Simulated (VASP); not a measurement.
# Rh in VASP: relaxation of the atoms with PBE

Aim: the relaxation of the atoms of Rh with PBE.

Program: VASP 6.6.1. These are calculated values, not measurements. Logs are shortened: lines on timing, memory, paths and dates and some standing lists are left out, and cuts for length are marked.

### Step 1. Starting point

The cell holds a slab with vacuum, 1 atom: a = 2.719 Å, b = 2.719 Å, c = 21.245 Å, α = 90.00°, β = 90.00°, γ = 120.00°.

The cell was built by a generator and needn't be a form met in nature.

### Step 2. Relaxation of the atoms, PBE

Contents of INCAR:

```
SYSTEM = Rh
ALGO     = Fast           ! electronic algorithm
DIPOL    = 0.5 0.5 0.500
EDIFF    = 1E-7           ! SCF threshold, eV
EDIFFG   = -0.02          ! ionic threshold
ENCUT    = 520            ! plane-wave cutoff, eV
GGA      = PE             ! functional
IBRION   = 2              ! ionic algorithm
IDIPOL   = 3            
ISIF     = 2              ! what is computed and relaxed
ISMEAR   = 1              ! smearing method
LASPH    = .True.         ! aspherical terms in the spheres
LCHARG   = .False.        ! write CHGCAR
LDIPOL   = .True.       
LREAL    = .False.        ! projectors in reciprocal space
LWAVE    = .False.        ! write WAVECAR
NELM     = 120            ! most SCF steps
NSW      = 90             ! ionic steps
PREC     = Accurate       ! precision mode
SIGMA    = 0.1            ! smearing width, eV
```

Contents of KPOINTS:

```
k-points
0
Gamma
  14 14 1
  0 0 0
```

Contents of POSCAR:

```
Rh
1.0
    2.7193470000      0.0000000000      0.0000000000
   -1.3596735000      2.3550235400      0.0000000000
    0.0000000000      0.0000000000     21.2445491100
Rh
1
Direct
    0.6666670000      0.3333330000      0.5000000000
```

Potentials or basis: VASP PAW PBE potentials, release 64 (Rh_pv).

On the command line:

```
> cat potpaw_PBE.64/Rh_pv/POTCAR > POTCAR
> mpirun -np 1 vasp_std > vasp.out
```

OUTCAR:

```text
SYSTEM = Rh
   EDIFF = 1E-7
   EDIFFG = -0.02
   ENCUT = 520
   GGA = PE
   IBRION = 2
   ISIF = 2
   ISMEAR = 1
   LASPH = .True.
   LREAL = .False.
   NELM = 120
   NSW = 90
   PREC = Accurate

 ion  position               nearest neighbor table
   1  0.667  0.333  0.500-

  LATTYP: Found a hexagonal cell.
 ALAT       =     2.7193470000
 C/A-ratio  =     7.8123715399

  Lattice vectors:

 A1 = (   2.7193470000,   0.0000000000,   0.0000000000)
 A2 = (  -1.3596735000,   2.3550235400,   0.0000000000)
 A3 = (   0.0000000000,   0.0000000000,  21.2445491100)

Analysis of symmetry for initial positions (statically):
=====================================================================
 Subroutine PRICEL returns:
 Original cell was already a primitive cell.

 Routine SETGRP: Setting up the symmetry group for a
 hexagonal supercell.

 Subroutine GETGRP returns: Found 24 space group operations
 (whereof 12 operations were pure point group operations)
 out of a pool of 24 trial point group operations.

The static configuration has the point symmetry D_3h.
 The point group associated with its full space group is D_6h.

Analysis of symmetry for dynamics (positions and initial velocities):
=====================================================================
 Subroutine PRICEL returns:
 Original cell was already a primitive cell.

 Routine SETGRP: Setting up the symmetry group for a
 hexagonal supercell.

 Subroutine GETGRP returns: Found 24 space group operations
 (whereof 12 operations were pure point group operations)
 out of a pool of 24 trial point group operations.

The dynamic configuration has the point symmetry D_3h.
 The point group associated with its full space group is D_6h.

 Subroutine INISYM returns: Found 24 space group operations
 (whereof 12 operations are pure point group operations),
 and found     1 'primitive' translations

----------------------------------------------------------------------------------------

                                     Primitive cell

  volume of cell :     136.0528

  direct lattice vectors                    reciprocal lattice vectors
     2.719347000  0.000000000  0.000000000     0.367735342  0.212312103  0.000000000
    -1.359673500  2.355023540  0.000000000     0.000000000  0.424624206  0.000000000
     0.000000000  0.000000000 21.244549110     0.000000000  0.000000000  0.047070898

  length of vectors
     2.719347000  2.719346962 21.244549110     0.424624200  0.424624206  0.047070898

  position of ions in fractional coordinates (direct lattice)
     0.666667000  0.333333000  0.500000000

  ion indices of the primitive-cell ions
   primitive index   ion index
                 1           1

----------------------------------------------------------------------------------------

 KPOINTS: k-points

Automatic generation of k-mesh.
 Grid dimensions read from file:
 generate k-points for:   14   14    1

 Generating k-lattice:

  Cartesian coordinates                     Fractional coordinates (reciprocal lattice)
     0.026266810  0.015165150  0.000000000     0.071428571  0.000000000  0.000000000
     0.000000000  0.030330300  0.000000000     0.000000000  0.071428571  0.000000000
     0.000000000  0.000000000  0.047070898     0.000000000  0.000000000  1.000000000

  Length of vectors
     0.030330300  0.030330300  0.047070898

  Shift w.r.t. Gamma in fractional coordinates (k-lattice)
     0.000000000  0.000000000  0.000000000

 Subroutine IBZKPT returns following result:
 ===========================================

 Found     24 irreducible k-points:

 Following reciprocal coordinates:
            Coordinates               Weight
  0.000000  0.000000  0.000000      1.000000
  0.071429  0.000000  0.000000      6.000000
  0.142857 -0.000000  0.000000      6.000000
  0.214286  0.000000  0.000000      6.000000
  0.285714  0.000000  0.000000      6.000000
  0.357143 -0.000000  0.000000      6.000000
[... 16 lines left out ...]
  0.285714  0.285714  0.000000      6.000000
  0.357143  0.285714  0.000000      6.000000
   k-points           NKPTS =     24   k-points in BZ     NKDIM =     24   number of bands    NBANDS=     11
   number of dos      NEDOS =    301   number of ions     NIONS =      1
   total plane-waves  NPLWV =  64000
   dimension x,y,z NGX =    20 NGY =   20 NGZ =  160
   dimension x,y,z NGXF=    40 NGYF=   40 NGZF=  320
   ions per type =               1
   NGX,Y,Z   is equivalent  to a cutoff of  12.23, 12.23, 12.52 a.u.
   NGXF,Y,Z  is equivalent  to a cutoff of  24.45, 24.45, 25.04 a.u.
 SYSTEM =  Rh
   PREC   = accura    normal or accurate (medium, high low for compatibility)
   ISTART =      0    job   : 0-new  1-cont  2-samecut
   ICHARG =      2    charge: 1-file 2-atom 10-const
   ISPIN  =      1    spin polarized calculation?
   LNONCOLLINEAR =      F non collinear calculations
   LSORBIT =      F    spin-orbit coupling
   LASPH  =      T    aspherical Exc in radial PAW
   ENCUT  =  520.0 eV  38.22 Ry    6.18 a.u.   5.06  5.06 39.50*2*pi/ulx,y,z
   NELM   =    120;   NELMIN=  2; NELMDL= -5     # of ELM steps
   EDIFF  = 0.1E-06   stopping-criterion for ELM
   LREAL  =      F    real-space projection
   EDIFFG = -.2E-01   stopping-criterion for IOM
   NSW    =     90    number of steps for IOM
   IBRION =      2    ionic relax: 0-MD 1-quasi-New 2-CG
   NFREE  =      1    steps in history (QN), initial steepest desc. (CG)
   ISIF   =      2    stress and relaxation
   ISYM   =      2    0-nonsym 1-usesym 2-fastsym
   POTIM  = 0.5000    time-step for ionic-motion
   TEBEG  =    0.0;   TEEND  =   0.0 temperature during run
   PSTRESS=    0.0 pullay stress
   NELECT =      15.0000    total number of electrons
   NUPDOWN=      -1.0000    fix difference up-down
   EMIN   =  10.00;   EMAX   =-10.00  energy-range for DOS
   EFERMI =   0.00;   METHOD = LEGACY
   ISMEAR =     1;   SIGMA  =   0.10  broadening in eV -4-tet -1-fermi 0-gaus
   EFERMI_NEDOS =   21; number of points for ismear=-14 and -15
   IALGO  =     68    algorithm
   IMIX   =      4    mixing-type and parameters
     AMIX     =   0.40;   BMIX     =  1.00
     AMIX_MAG =   1.60;   BMIX_MAG =  1.00
  volume/ion in A,a.u.               =     136.05       918.13
  Fermi-wavevector in a.u.,A,eV,Ry     =   0.785000  1.483434  8.384242  0.616224
  Thomas-Fermi vector in A             =   1.889246
   LORBIT       =      0    0 simple, 1 ext, 2 COOP (PROOUT), +10 PAW based schemes
   GGA     = PE    functional components
   LHFCALC =     F    Hartree Fock is set to
   AEXX    =    0.0000 exact exchange contribution
   IVDW    =     0    specifies the selected vdW correction
   LEPSILON=     F    determine dielectric tensor
   LRPA    =     F    only Hartree local field effects (RPA)
 conjugate gradient relaxation of ions
 non-spin polarized calculation
 RMM-DIIS sequential band-by-band and
 Methfessel and Paxton  Order N= 1 SIGMA  =   0.10
  energy-cutoff  :      520.00
  volume of cell :      136.05
 maximum number of plane-waves:      3709
   NGX = 11   NGY = 11   NGZ = 79

 number of electron      14.9999997 magnetization

 dipolmoment           0.000000      0.000000     -0.000000 electrons x Angstroem

 Free energy of the ion-electron system (eV)
  ---------------------------------------------------
  ext. energy  EPLUGINS =         0.00000000
  ---------------------------------------------------
  free energy    TOTEN  =        -5.32177661 eV

  energy without entropy =       -5.31848766  energy(sigma->0) =       -5.32068029

 E-fermi :  -4.2010     XC(G=0):  -2.3141

 val. band max:       -4.2097065670   @ k =   0.2857   0.2143   0.0000
 cond. band min:      -4.1857368588   @ k =   0.3571  -0.0000   0.0000
 fundamental gap:      0.0239697082
 Fermi energy:        -4.2009611896

 k-point     1 :       0.0000    0.0000    0.0000
  band No.  band energies     occupation
      1     -49.7745      2.00000
      2     -49.7745      2.00000
      3     -49.5768      2.00000
      4      -8.8774      2.00000
      5      -5.9592      2.00000
      6      -5.9592      2.00000
      7      -5.4441      2.00000
      8      -3.7225     -0.00000
      9      -3.7225     -0.00000
     10      -2.1837      0.00000
     11       1.5044      0.00000

 k-point     2 :       0.0714    0.0000    0.0000
  band No.  band energies     occupation
      1     -49.7995      2.00000
      2     -49.7805      2.00000
      3     -49.5735      2.00000
      4      -8.6913      2.00000
      5      -6.0480      2.00000
      6      -5.8339      2.00000
      7      -5.3781      2.00000
      8      -4.0924     -0.06377
      9      -3.7520     -0.00000
     10      -1.7668      0.00000
     11       1.6373      0.00000

 k-point     3 :       0.1429   -0.0000    0.0000
  band No.  band energies     occupation
      1     -49.8692      2.00000
      2     -49.7972      2.00000
      3     -49.5642      2.00000
      4      -8.1941      2.00000
      5      -6.2306      2.00000
      6      -5.4708      2.00000
      7      -5.1844      2.00000
      8      -4.7494      2.00000
      9      -3.8337     -0.00000
     10      -0.9472      0.00000
     11       2.0357      0.00000

 k-point     4 :       0.2143    0.0000    0.0000
  band No.  band energies     occupation
      1     -49.9690      2.00000
      2     -49.8213      2.00000
      3     -49.5508      2.00000
      4      -7.7255      2.00000
      5      -6.1309      2.00000
      6      -5.3926      2.00000
      7      -4.9102      2.00000
      8      -4.8657      2.00000
      9      -3.9495     -0.00217
     10       0.0291      0.00000
     11       2.6985      0.00000

 k-point     5 :       0.2857    0.0000    0.0000
  band No.  band energies     occupation
      1     -50.0786      2.00000
      2     -49.8480      2.00000
      3     -49.5360      2.00000
      4      -7.7756      2.00000
      5      -5.9402      2.00000
      6      -5.3454      2.00000
      7      -4.3311      2.06928
      8      -4.2271      1.42611
      9      -4.0751     -0.07058
     10       1.1415      0.00000
     11       3.6234      0.00000
[... 211 lines left out ...]
 k-point    21 :       0.2857    0.2143    0.0000
  band No.  band energies     occupation
      1     -50.1819      2.00000
      2     -49.9825      2.00000
      3     -49.5099      2.00000
      4      -7.0649      2.00000
      5      -6.2709      2.00000
      6      -5.5378      2.00000
      7      -4.9308      2.00000
      8      -4.2097      1.14739
      9       0.1979      0.00000
     10       4.1598      0.00000
     11       6.3118      0.00000

 k-point    22 :       0.3571    0.2143    0.0000
  band No.  band energies     occupation
      1     -50.1993      2.00000
      2     -50.0110      2.00000
      3     -49.5048      2.00000
      4      -7.1598      2.00000
      5      -6.2986      2.00000
      6      -5.1108      2.00000
      7      -5.0669      2.00000
      8      -4.2355      1.54747
      9       1.8735      0.00000
     10       4.6643      0.00000
     11       5.5206      0.00000

 k-point    23 :       0.2857    0.2857    0.0000
  band No.  band energies     occupation
      1     -50.1717      2.00000
      2     -50.0458      2.00000
      3     -49.5041      2.00000
      4      -6.6677      2.00000
      5      -6.1447      2.00000
      6      -5.6665      2.00000
      7      -5.3311      2.00000
      8      -4.2303      1.47418
      9       2.0532      0.00000
     10       5.5851      0.00000
     11       5.8770      0.00000

 k-point    24 :       0.3571    0.2857    0.0000
  band No.  band energies     occupation
      1     -50.1555      2.00000
      2     -50.0811      2.00000
      3     -49.5020      2.00000
      4      -6.5008      2.00000
      5      -6.0180      2.00000
      6      -5.7030      2.00000
      7      -5.5556      2.00000
      8      -4.2594      1.82601
      9       3.6704      0.00000
     10       4.4510      0.00000
     11       6.0173      0.00000

------------------------ aborting loop because EDIFF is reached ----------------------------------------

 vacuum level on the upper side and lower side of the slab       (xc-potential included)        -0.093        -0.093

  FORCE on cell =-STRESS in cart. coord.  units (eV):
  Direction    XX          YY          ZZ          XY          YZ          ZX
  --------------------------------------------------------------------------------------
  -------------------------------------------------------------------------------------
  Total       -3.2249962     -3.2249960     -0.0076121     -0.0000000      0.0000000      0.0000000
  in kB      -37.9780258    -37.9780244     -0.0896407     -0.0000000      0.0000000      0.0000000
  external PRESSURE =     -25.3485637 kB  Pullay stress =       0.0000000 kB

 VOLUME and BASIS-vectors are now :
 -----------------------------------------------------------------------------
  energy-cutoff  :      520.00
  volume of cell :      136.05
      direct lattice vectors                 reciprocal lattice vectors
     2.719347000  0.000000000  0.000000000     0.367735342  0.212312103  0.000000000
    -1.359673500  2.355023540  0.000000000     0.000000000  0.424624206  0.000000000
     0.000000000  0.000000000 21.244549110     0.000000000  0.000000000  0.047070898

 POSITION                                       TOTAL-FORCE (eV/Angst)
 -----------------------------------------------------------------------------------
      1.35967      0.78501     10.62227        -0.000000      0.000000      0.000000
 -----------------------------------------------------------------------------------
    total drift:                               -0.000728      0.000420      0.000044

  FREE ENERGIE OF THE ION-ELECTRON SYSTEM (eV)
  ---------------------------------------------------
  free  energy   TOTEN  =        -5.3217766094 eV

  energy  without entropy=       -5.3184876562  energy(sigma->0) =       -5.32068029

 reached required accuracy - stopping structural energy minimisation

 vacuum level on the upper side and lower side of the slab         1.720         1.720
```

It took 59 s on 1 thread of Intel Xeon Platinum 8375C at 2.90GHz (Ice Lake), shared host; peak memory 0.24 GiB.

Results:

```yaml
Free_energy: -5.3218 eV
Band_gap_on_the_k_mesh: none (metal or under the smearing width)
```

Final structure:
```yaml
crystal:
  lattice:
    - [2.71935, 0.00000, 0.00000]
    - [-1.35967, 2.35502, 0.00000]
    - [0.00000, 0.00000, 21.24455]
  atoms:
    - { symbol: Rh, position: [0.66667, 0.33333, 0.50000] }
```

Caveat: the relaxation stopped at its first step, so nothing moved.
